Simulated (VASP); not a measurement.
# Y (P6_3/mmc) in VASP: notebook, part 4 of 7

VASP 6.6.1.

## 51. Equation of state, PBEsol, 34.00 Å³/atom

File INCAR:

```
SYSTEM = Y
  ADDGRID = .FALSE.
  ALGO = Normal
  EDIFF = 1E-6
  ENCUT = 450
  GGA = PS
  ISIF = 2
  ISMEAR = -1
  LASPH = .TRUE.
  LCHARG = .FALSE.
  LREAL = Auto
  LWAVE = .FALSE.
  NELM = 100
  PREC = Accurate
  SIGMA = 0.15
```

File KPOINTS:

```
k-points
0
G
  13 13 7
  0 0 0
```

File POSCAR:

```
Y
1.0
    3.6835152200      0.0000000000      0.0000000000
   -1.8417576100      3.1900177558      0.0000000000
    0.0000000000      0.0000000000      5.7873423041
Y
2
Direct
    0.6666666667      0.3333333333      0.7500000000
    0.3333333333      0.6666666667      0.2500000000
```

Potentials or basis: VASP PAW PBE potentials, release 64 (Y_sv).

Started as:

```console
$ cat potpaw_PBE.64/Y_sv/POTCAR > POTCAR
$ mpirun -np 1 vasp_std > vasp.out
```

Run time: 64 s. Hardware: 1 thread of AMD EPYC 9R45 (Zen 5), shared host; peak memory 0.17 GiB.

The run converged, but some of its settings lie outside the range that counts as converged, so its numbers aren't taken as properties of the crystal.

Results:

- Free energy: -13.7186 eV
- Pressure: -3.0 GPa
- Band gap on the k mesh: none (metal or under the smearing width)

Caveat: the PAW data sets were made with another functional, which shifts forces and pressure a little.

## 52. Equation of state, PBEsol, 32.02 Å³/atom

Edit INCAR of step 51 so:

```diff
@@ -3,3 +3,3 @@
   ALGO = Normal
-  EDIFF = 1E-6
+  EDIFF = 0.01
   ENCUT = 450
@@ -10,3 +10,3 @@
   LCHARG = .FALSE.
-  LREAL = Auto
+  LREAL = .FALSE.
   LWAVE = .FALSE.
```

KPOINTS is that of step 51.

File POSCAR:

```
Y
1.0
    3.6105550567      0.0000000000      0.0000000000
   -1.8052775283      3.1268324009      0.0000000000
    0.0000000000      0.0000000000      5.6727111937
Y
2
Direct
    0.6666666667      0.3333333333      0.7500000000
    0.3333333333      0.6666666667      0.2500000000
```

Started as:

```console
$ cat potpaw_PBE.64/Y_sv/POTCAR > POTCAR
$ mpirun -np 1 vasp_std > vasp.out
```

Run time: 22 s. Hardware: 1 thread of AMD EPYC 9R45 (Zen 5), shared host; peak memory 0.2 GiB.

The run converged, but some of its settings lie outside the range that counts as converged, so its numbers aren't taken as properties of the crystal.

Results:

* Free energy: -13.7663 eV
* Pressure: 0.5 GPa
* Band gap on the k mesh: none (metal or under the smearing width)

Caveat: the PAW data sets were made with another functional, which shifts forces and pressure a little.

## 53. Equation of state, PBEsol, 34.00 Å³/atom

INCAR is that of step 52.

KPOINTS is that of step 52.

File POSCAR:

```
Y
1.0
    3.6835152200      0.0000000000      0.0000000000
   -1.8417576100      3.1900177558      0.0000000000
    0.0000000000      0.0000000000      5.7873423041
Y
2
Direct
    0.6666666667      0.3333333333      0.7500000000
    0.3333333333      0.6666666667      0.2500000000
```

Started as:

```console
$ cat potpaw_PBE.64/Y_sv/POTCAR > POTCAR
$ mpirun -np 1 vasp_std > vasp.out
```

It took 22 s on 1 thread of AMD EPYC 9R45 (Zen 5), shared host; peak memory 0.2 GiB.

These settings aren't checked as converged: the numbers below hold their error.

What came out:

```
Free energy            : -13.7188 eV
Pressure               : -1.7 GPa
Band gap on the k mesh : none (metal or under the smearing width)
```

Caveat: the PAW data sets were made with another functional, which shifts forces and pressure a little.

## 54. Equation of state, PBEsol, 32.02 Å³/atom

Edit INCAR of step 53 so:

```diff
@@ -3,3 +3,3 @@
   ALGO = Normal
-  EDIFF = 0.01
+  EDIFF = 0.001
   ENCUT = 450
```

KPOINTS is that of step 53.

File POSCAR:

```
Y
1.0
    3.6105550567      0.0000000000      0.0000000000
   -1.8052775283      3.1268324009      0.0000000000
    0.0000000000      0.0000000000      5.6727111937
Y
2
Direct
    0.6666666667      0.3333333333      0.7500000000
    0.3333333333      0.6666666667      0.2500000000
```

Potentials or basis: VASP PAW PBE potentials, release 64 (Y_sv).

Started as:

```console
$ cat potpaw_PBE.64/Y_sv/POTCAR > POTCAR
$ mpirun -np 1 vasp_std > vasp.out
```

It took 23 s on 1 thread of AMD EPYC 9R45 (Zen 5), shared host; peak memory 0.2 GiB.

These settings aren't checked as converged: the numbers below hold their error.

What came out:

| Item | Value |
| --- | --- |
| Free energy | -13.7664 eV |
| Pressure | 0.5 GPa |
| Band gap on the k mesh | none (metal or under the smearing width) |

Caveat: the PAW data sets were made with another functional, which shifts forces and pressure a little.

## 55. Equation of state, PBEsol, 34.00 Å³/atom

INCAR is that of step 54.

KPOINTS is that of step 54.

File POSCAR:

```
Y
1.0
    3.6835152200      0.0000000000      0.0000000000
   -1.8417576100      3.1900177558      0.0000000000
    0.0000000000      0.0000000000      5.7873423041
Y
2
Direct
    0.6666666667      0.3333333333      0.7500000000
    0.3333333333      0.6666666667      0.2500000000
```

Started as:

```console
$ cat potpaw_PBE.64/Y_sv/POTCAR > POTCAR
$ mpirun -np 1 vasp_std > vasp.out
```

It took 26 s on 1 thread of AMD EPYC 9R45 (Zen 5), shared host; peak memory 0.2 GiB.

The run converged, but some of its settings lie outside the range that counts as converged, so its numbers aren't taken as properties of the crystal.

Results:

| Quantity | Value |
| --- | --- |
| Free energy | -13.7190 eV |
| Pressure | -3.2 GPa |
| Band gap on the k mesh | none (metal or under the smearing width) |

Caveat: the PAW data sets were made with another functional, which shifts forces and pressure a little.

## 56. Equation of state, PBEsol, 32.02 Å³/atom

Edit INCAR of step 55 so:

```diff
@@ -3,3 +3,3 @@
   ALGO = Normal
-  EDIFF = 0.001
+  EDIFF = 1E-4
   ENCUT = 450
```

KPOINTS is that of step 55.

File POSCAR:

```
Y
1.0
    3.6105550567      0.0000000000      0.0000000000
   -1.8052775283      3.1268324009      0.0000000000
    0.0000000000      0.0000000000      5.6727111937
Y
2
Direct
    0.6666666667      0.3333333333      0.7500000000
    0.3333333333      0.6666666667      0.2500000000
```

Started as:

```console
$ cat potpaw_PBE.64/Y_sv/POTCAR > POTCAR
$ mpirun -np 1 vasp_std > vasp.out
```

Run time: 30 s. Hardware: 1 thread of AMD EPYC 9R45 (Zen 5), shared host; peak memory 0.19 GiB.

The run converged, but some of its settings lie outside the range that counts as converged, so its numbers aren't taken as properties of the crystal.

Results:

```yaml
Free_energy: -13.7665 eV
Pressure: -0.9 GPa
Band_gap_on_the_k_mesh: none (metal or under the smearing width)
```

Caveat: the PAW data sets were made with another functional, which shifts forces and pressure a little.

## 57. Equation of state, PBEsol, 34.00 Å³/atom

INCAR is that of step 56.

KPOINTS is that of step 56.

File POSCAR:

```
Y
1.0
    3.6835152200      0.0000000000      0.0000000000
   -1.8417576100      3.1900177558      0.0000000000
    0.0000000000      0.0000000000      5.7873423041
Y
2
Direct
    0.6666666667      0.3333333333      0.7500000000
    0.3333333333      0.6666666667      0.2500000000
```

Potentials or basis: VASP PAW PBE potentials, release 64 (Y_sv).

Started as:

```console
$ cat potpaw_PBE.64/Y_sv/POTCAR > POTCAR
$ mpirun -np 1 vasp_std > vasp.out
```

Run time: 29 s. Hardware: 1 thread of AMD EPYC 9R45 (Zen 5), shared host; peak memory 0.2 GiB.

These settings aren't checked as converged: the numbers below hold their error.

Results:

| Property | Result |
| --- | --- |
| Free energy | -13.7190 eV |
| Pressure | -3.1 GPa |
| Band gap on the k mesh | none (metal or under the smearing width) |

Caveat: the PAW data sets were made with another functional, which shifts forces and pressure a little.

## 58. Equation of state, PBEsol, 32.02 Å³/atom

Edit INCAR of step 57 so:

```diff
@@ -3,3 +3,3 @@
   ALGO = Normal
-  EDIFF = 1E-4
+  EDIFF = 1E-5
   ENCUT = 450
```

KPOINTS is that of step 57.

File POSCAR:

```
Y
1.0
    3.6105550567      0.0000000000      0.0000000000
   -1.8052775283      3.1268324009      0.0000000000
    0.0000000000      0.0000000000      5.6727111937
Y
2
Direct
    0.6666666667      0.3333333333      0.7500000000
    0.3333333333      0.6666666667      0.2500000000
```

Started as:

```console
$ cat potpaw_PBE.64/Y_sv/POTCAR > POTCAR
$ mpirun -np 1 vasp_std > vasp.out
```

Run time: 28 s. Hardware: 1 thread of AMD EPYC 9R45 (Zen 5), shared host; peak memory 0.2 GiB.

These settings aren't checked as converged: the numbers below hold their error.

What came out:

```
Free energy            : -13.7665 eV
Pressure               : -0.8 GPa
Band gap on the k mesh : none (metal or under the smearing width)
```

Caveat: the PAW data sets were made with another functional, which shifts forces and pressure a little.

## 59. Equation of state, PBEsol, 34.00 Å³/atom

INCAR is that of step 58.

KPOINTS is that of step 58.

File POSCAR:

```
Y
1.0
    3.6835152200      0.0000000000      0.0000000000
   -1.8417576100      3.1900177558      0.0000000000
    0.0000000000      0.0000000000      5.7873423041
Y
2
Direct
    0.6666666667      0.3333333333      0.7500000000
    0.3333333333      0.6666666667      0.2500000000
```

Started as:

```console
$ cat potpaw_PBE.64/Y_sv/POTCAR > POTCAR
$ mpirun -np 1 vasp_std > vasp.out
```

It took 32 s on 1 thread of AMD EPYC 9R45 (Zen 5), shared host; peak memory 0.2 GiB.

The run converged, but some of its settings lie outside the range that counts as converged, so its numbers aren't taken as properties of the crystal.

Results:

| Quantity | Value |
| --- | --- |
| Free energy | -13.7190 eV |
| Pressure | -2.9 GPa |
| Band gap on the k mesh | none (metal or under the smearing width) |

Caveat: the PAW data sets were made with another functional, which shifts forces and pressure a little.

## 60. Equation of state, PBEsol, 32.02 Å³/atom

Edit INCAR of step 59 so:

```diff
@@ -1,5 +1,5 @@
 SYSTEM = Y
-  ADDGRID = .FALSE.
+  ADDGRID = .TRUE.
   ALGO = Normal
-  EDIFF = 1E-5
+  EDIFF = 1E-6
   ENCUT = 450
```

KPOINTS is that of step 59.

File POSCAR:

```
Y
1.0
    3.6105550567      0.0000000000      0.0000000000
   -1.8052775283      3.1268324009      0.0000000000
    0.0000000000      0.0000000000      5.6727111937
Y
2
Direct
    0.6666666667      0.3333333333      0.7500000000
    0.3333333333      0.6666666667      0.2500000000
```

Potentials or basis: VASP PAW PBE potentials, release 64 (Y_sv).

Started as:

```console
$ cat potpaw_PBE.64/Y_sv/POTCAR > POTCAR
$ mpirun -np 1 vasp_std > vasp.out
```

Run time: 42 s. Hardware: 1 thread of AMD EPYC 9R45 (Zen 5), shared host; peak memory 0.34 GiB.

These settings aren't checked as converged: the numbers below hold their error.

Results:

```
Free energy            : -13.7665 eV
Pressure               : -0.8 GPa
Band gap on the k mesh : none (metal or under the smearing width)
```

Caveat: the PAW data sets were made with another functional, which shifts forces and pressure a little.

## 61. Equation of state, PBEsol, 34.00 Å³/atom

INCAR is that of step 60.

KPOINTS is that of step 60.

File POSCAR:

```
Y
1.0
    3.6835152200      0.0000000000      0.0000000000
   -1.8417576100      3.1900177558      0.0000000000
    0.0000000000      0.0000000000      5.7873423041
Y
2
Direct
    0.6666666667      0.3333333333      0.7500000000
    0.3333333333      0.6666666667      0.2500000000
```

Started as:

```console
$ cat potpaw_PBE.64/Y_sv/POTCAR > POTCAR
$ mpirun -np 1 vasp_std > vasp.out
```

Wall time 43 s (1 thread of AMD EPYC 9R45 (Zen 5), shared host); peak memory 0.34 GiB.

These settings aren't checked as converged: the numbers below hold their error.

Results:

| Property | Result |
| --- | --- |
| Free energy | -13.7190 eV |
| Pressure | -3.0 GPa |
| Band gap on the k mesh | none (metal or under the smearing width) |

Caveat: the PAW data sets were made with another functional, which shifts forces and pressure a little.

## 62. Equation of state, PBEsol, 32.02 Å³/atom

Edit INCAR of step 61 so:

```diff
@@ -1,3 +1,3 @@
 SYSTEM = Y
-  ADDGRID = .TRUE.
+  ADDGRID = .FALSE.
   ALGO = Normal
@@ -8,3 +8,3 @@
   ISMEAR = -1
-  LASPH = .TRUE.
+  LASPH = .FALSE.
   LCHARG = .FALSE.
```

KPOINTS is that of step 61.

File POSCAR:

```
Y
1.0
    3.6105550567      0.0000000000      0.0000000000
   -1.8052775283      3.1268324009      0.0000000000
    0.0000000000      0.0000000000      5.6727111937
Y
2
Direct
    0.6666666667      0.3333333333      0.7500000000
    0.3333333333      0.6666666667      0.2500000000
```

Started as:

```console
$ cat potpaw_PBE.64/Y_sv/POTCAR > POTCAR
$ mpirun -np 1 vasp_std > vasp.out
```

It took 33 s on 1 thread of AMD EPYC 9R45 (Zen 5), shared host; peak memory 0.19 GiB.

The run converged, but some of its settings lie outside the range that counts as converged, so its numbers aren't taken as properties of the crystal.

What came out:

```
Free energy            : -13.7664 eV
Pressure               : -0.8 GPa
Band gap on the k mesh : none (metal or under the smearing width)
```

Caveat: the PAW data sets were made with another functional, which shifts forces and pressure a little.

## 63. Equation of state, PBEsol, 34.00 Å³/atom

INCAR is that of step 62.

KPOINTS is that of step 62.

File POSCAR:

```
Y
1.0
    3.6835152200      0.0000000000      0.0000000000
   -1.8417576100      3.1900177558      0.0000000000
    0.0000000000      0.0000000000      5.7873423041
Y
2
Direct
    0.6666666667      0.3333333333      0.7500000000
    0.3333333333      0.6666666667      0.2500000000
```

Potentials or basis: VASP PAW PBE potentials, release 64 (Y_sv).

Started as:

```console
$ cat potpaw_PBE.64/Y_sv/POTCAR > POTCAR
$ mpirun -np 1 vasp_std > vasp.out
```

It took 34 s on 1 thread of AMD EPYC 9R45 (Zen 5), shared host; peak memory 0.2 GiB.

The run converged, but some of its settings lie outside the range that counts as converged, so its numbers aren't taken as properties of the crystal.

Results:

```yaml
Free_energy: -13.7190 eV
Pressure: -3.0 GPa
Band_gap_on_the_k_mesh: none (metal or under the smearing width)
```

Caveat: the PAW data sets were made with another functional, which shifts forces and pressure a little.

## 64. Equation of state, PBEsol, 32.02 Å³/atom

File INCAR:

```
SYSTEM = Y
  ADDGRID = .FALSE.
  ALGO = Normal
  EDIFF = 1E-4
  ENCUT = 450
  GGA = PS
  ISIF = 2
  ISMEAR = -1
  LASPH = .TRUE.
  LCHARG = .FALSE.
  LREAL = Auto
  LWAVE = .FALSE.
  NELM = 100
  PREC = Normal
  SIGMA = 0.15
```

KPOINTS is that of step 63.

File POSCAR:

```
Y
1.0
    3.6105550567      0.0000000000      0.0000000000
   -1.8052775283      3.1268324009      0.0000000000
    0.0000000000      0.0000000000      5.6727111937
Y
2
Direct
    0.6666666667      0.3333333333      0.7500000000
    0.3333333333      0.6666666667      0.2500000000
```

Started as:

```console
$ cat potpaw_PBE.64/Y_sv/POTCAR > POTCAR
$ mpirun -np 1 vasp_std > vasp.out
```

Run time: 22 s. Hardware: 1 thread of AMD EPYC 9R45 (Zen 5), shared host; peak memory 0.14 GiB.

The run converged, but some of its settings lie outside the range that counts as converged, so its numbers aren't taken as properties of the crystal.

Results:

```
Free energy            : -13.7661 eV
Pressure               : -0.9 GPa
Band gap on the k mesh : none (metal or under the smearing width)
```

Caveat: the PAW data sets were made with another functional, which shifts forces and pressure a little.

## 65. Equation of state, PBEsol, 34.00 Å³/atom

INCAR is that of step 64.

KPOINTS is that of step 64.

File POSCAR:

```
Y
1.0
    3.6835152200      0.0000000000      0.0000000000
   -1.8417576100      3.1900177558      0.0000000000
    0.0000000000      0.0000000000      5.7873423041
Y
2
Direct
    0.6666666667      0.3333333333      0.7500000000
    0.3333333333      0.6666666667      0.2500000000
```

Started as:

```console
$ cat potpaw_PBE.64/Y_sv/POTCAR > POTCAR
$ mpirun -np 1 vasp_std > vasp.out
```

It took 21 s on 1 thread of AMD EPYC 9R45 (Zen 5), shared host; peak memory 0.14 GiB.

The run converged, but some of its settings lie outside the range that counts as converged, so its numbers aren't taken as properties of the crystal.

Results:

```
Free energy            : -13.7186 eV
Pressure               : -3.1 GPa
Band gap on the k mesh : none (metal or under the smearing width)
```

Caveat: the PAW data sets were made with another functional, which shifts forces and pressure a little.

## 66. Equation of state, PBEsol, 32.02 Å³/atom

File INCAR:

```
SYSTEM = Y
  ADDGRID = .FALSE.
  ALGO = Normal
  EDIFF = 1E-6
  ENCUT = 350
  GGA = PS
  ISIF = 2
  ISMEAR = -1
  LASPH = .TRUE.
  LCHARG = .FALSE.
  LREAL = .FALSE.
  LWAVE = .FALSE.
  NELM = 100
  PREC = Accurate
  SIGMA = 0.15
```

File KPOINTS:

```
k-points
0
G
  15 15 9
  0 0 0
```

File POSCAR:

```
Y
1.0
    3.6105550567      0.0000000000      0.0000000000
   -1.8052775283      3.1268324009      0.0000000000
    0.0000000000      0.0000000000      5.6727111937
Y
2
Direct
    0.6666666667      0.3333333333      0.7500000000
    0.3333333333      0.6666666667      0.2500000000
```

Potentials or basis: VASP PAW PBE potentials, release 64 (Y_sv).

Started as:

```console
$ cat potpaw_PBE.64/Y_sv/POTCAR > POTCAR
$ mpirun -np 1 vasp_std > vasp.out
```

It took 38 s on 1 thread of AMD EPYC 9R45 (Zen 5), shared host; peak memory 0.18 GiB.

These settings aren't checked as converged: the numbers below hold their error.

What came out:

- Free energy: -13.7662 eV
- Pressure: -0.9 GPa
- Band gap on the k mesh: none (metal or under the smearing width)

Caveat: the PAW data sets were made with another functional, which shifts forces and pressure a little.

## 67. Equation of state, PBEsol, 34.00 Å³/atom

INCAR is that of step 66.

KPOINTS is that of step 66.

File POSCAR:

```
Y
1.0
    3.6835152200      0.0000000000      0.0000000000
   -1.8417576100      3.1900177558      0.0000000000
    0.0000000000      0.0000000000      5.7873423041
Y
2
Direct
    0.6666666667      0.3333333333      0.7500000000
    0.3333333333      0.6666666667      0.2500000000
```

Started as:

```console
$ cat potpaw_PBE.64/Y_sv/POTCAR > POTCAR
$ mpirun -np 1 vasp_std > vasp.out
```

Wall time 39 s (1 thread of AMD EPYC 9R45 (Zen 5), shared host); peak memory 0.18 GiB.

The run converged, but some of its settings lie outside the range that counts as converged, so its numbers aren't taken as properties of the crystal.

Results:

```yaml
Free_energy: -13.7187 eV
Pressure: -3.0 GPa
Band_gap_on_the_k_mesh: none (metal or under the smearing width)
```

Caveat: the PAW data sets were made with another functional, which shifts forces and pressure a little.

## 68. Equation of state, PBEsol, 32.02 Å³/atom

Edit INCAR of step 67 so:

```diff
@@ -4,3 +4,3 @@
   EDIFF = 1E-6
-  ENCUT = 350
+  ENCUT = 700
   GGA = PS
```

File KPOINTS:

```
k-points
0
G
  11 11 6
  0 0 0
```

File POSCAR:

```
Y
1.0
    3.6105550567      0.0000000000      0.0000000000
   -1.8052775283      3.1268324009      0.0000000000
    0.0000000000      0.0000000000      5.6727111937
Y
2
Direct
    0.6666666667      0.3333333333      0.7500000000
    0.3333333333      0.6666666667      0.2500000000
```

Started as:

```console
$ cat potpaw_PBE.64/Y_sv/POTCAR > POTCAR
$ mpirun -np 1 vasp_std > vasp.out
```

Run time: 49 s. Hardware: 1 thread of AMD EPYC 9R45 (Zen 5), shared host; peak memory 0.26 GiB.

These settings aren't checked as converged: the numbers below hold their error.

What came out:

```
Free energy            : -13.7673 eV
Pressure               : -0.8 GPa
Band gap on the k mesh : none (metal or under the smearing width)
```

Caveat: the PAW data sets were made with another functional, which shifts forces and pressure a little.

## 69. Equation of state, PBEsol, 34.00 Å³/atom

INCAR is that of step 68.

KPOINTS is that of step 68.

File POSCAR:

```
Y
1.0
    3.6835152200      0.0000000000      0.0000000000
   -1.8417576100      3.1900177558      0.0000000000
    0.0000000000      0.0000000000      5.7873423041
Y
2
Direct
    0.6666666667      0.3333333333      0.7500000000
    0.3333333333      0.6666666667      0.2500000000
```

Potentials or basis: VASP PAW PBE potentials, release 64 (Y_sv).

Started as:

```console
$ cat potpaw_PBE.64/Y_sv/POTCAR > POTCAR
$ mpirun -np 1 vasp_std > vasp.out
```

Run time: 48 s. Hardware: 1 thread of AMD EPYC 9R45 (Zen 5), shared host; peak memory 0.26 GiB.

These settings aren't checked as converged: the numbers below hold their error.

What came out:

```yaml
Free_energy: -13.7195 eV
Pressure: -3.0 GPa
Band_gap_on_the_k_mesh: none (metal or under the smearing width)
```

Caveat: the PAW data sets were made with another functional, which shifts forces and pressure a little.

## 70. Equation of state, PBEsol, 32.02 Å³/atom

Edit INCAR of step 69 so:

```diff
@@ -4,3 +4,3 @@
   EDIFF = 1E-6
-  ENCUT = 700
+  ENCUT = 550
   GGA = PS
```

File KPOINTS:

```
k-points
0
G
  13 13 7
  0 0 0
```

File POSCAR:

```
Y
1.0
    3.6105550567      0.0000000000      0.0000000000
   -1.8052775283      3.1268324009      0.0000000000
    0.0000000000      0.0000000000      5.6727111937
Y
2
Direct
    0.6666666667      0.3333333333      0.7500000000
    0.3333333333      0.6666666667      0.2500000000
```

Started as:

```console
$ cat potpaw_PBE.64/Y_sv/POTCAR > POTCAR
$ mpirun -np 1 vasp_std > vasp.out
```

It took 43 s on 1 thread of AMD EPYC 9R45 (Zen 5), shared host; peak memory 0.22 GiB.

These settings aren't checked as converged: the numbers below hold their error.

Results:

| Quantity | Value |
| --- | --- |
| Free energy | -13.7670 eV |
| Pressure | -0.8 GPa |
| Band gap on the k mesh | none (metal or under the smearing width) |

Caveat: the PAW data sets were made with another functional, which shifts forces and pressure a little.

(Part 4 of 7 ends here.)
